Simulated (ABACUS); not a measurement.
I:

```
I
1.0
     0.00000    2.36560    3.90984
     2.19225    0.00000    3.90984
     2.19225    2.36560    0.00000
I
1
Cartesian
  0.0000 0.0000 0.0000
```

* Program: ABACUS 3.10.1
* Task: relaxation of cell and atoms
* Functional: PBEsol
* Potentials or basis: PseudoDojo NC SR 0.5 PBE standard
* Cutoff: 966 eV
* Density cutoff: 3864 eV
* Basis: plane waves
* k mesh: 7 × 7 × 7
* Occupations: fermi-dirac, width 0.05 eV
* Spin: no spin polarisation

At the start: pressure -1.3 GPa; volume 40.55 Å³/atom.

Problem. Where does the relaxation end?

Solution. Over 18 steps the energy falls by 9.1 meV/atom and the volume is 37.77 Å³/atom (-6.9 %); space group Fmmm (No. 69, to 0.05 Å).

The path:
```csv
step,energy change (eV),largest force (eV/Å),pressure (GPa),volume (Å³)
1,0.0000,0.0000,-1.25,40.55
2,-0.0054,0.0000,0.51,38.65
3,-0.0069,0.0000,-0.09,39.22
4,-0.0074,0.0000,-0.09,39.06
5,-0.0084,0.0000,-0.06,38.56
6,-0.0086,0.0000,-0.10,38.48
7,-0.0088,0.0000,-0.18,38.26
8,-0.0089,0.0000,-0.13,38.15
9,-0.0090,0.0000,0.05,37.87
10,-0.0090,0.0000,0.00,37.90
11,-0.0090,0.0000,-0.03,37.92
12,-0.0090,0.0000,-0.03,37.91
13,-0.0091,0.0000,-0.02,37.86
14,-0.0091,0.0000,-0.01,37.84
15,-0.0091,0.0000,0.00,37.79
16,-0.0091,0.0000,-0.02,37.79
17,-0.0091,0.0000,-0.02,37.79
18,-0.0091,0.0000,0.01,37.77
```

Final structure:
```cif
data_structure
_symmetry_space_group_name_H-M 'P 1'
_symmetry_Int_Tables_number 1
_cell_length_a 4.4044
_cell_length_b 4.3369
_cell_length_c 3.1765
_cell_angle_alpha 69.830
_cell_angle_beta 67.562
_cell_angle_gamma 42.608
_cell_volume 37.77
loop_
_atom_site_label
_atom_site_type_symbol
_atom_site_fract_x
_atom_site_fract_y
_atom_site_fract_z
_atom_site_occupancy
I1 I 0.00000 0.00000 0.00000 1
```

Caveat: the potentials were made for another functional, which shifts forces and pressure; an odd number of electrons without spin polarisation forces a metal; a magnetic or distorted state may lie lower.
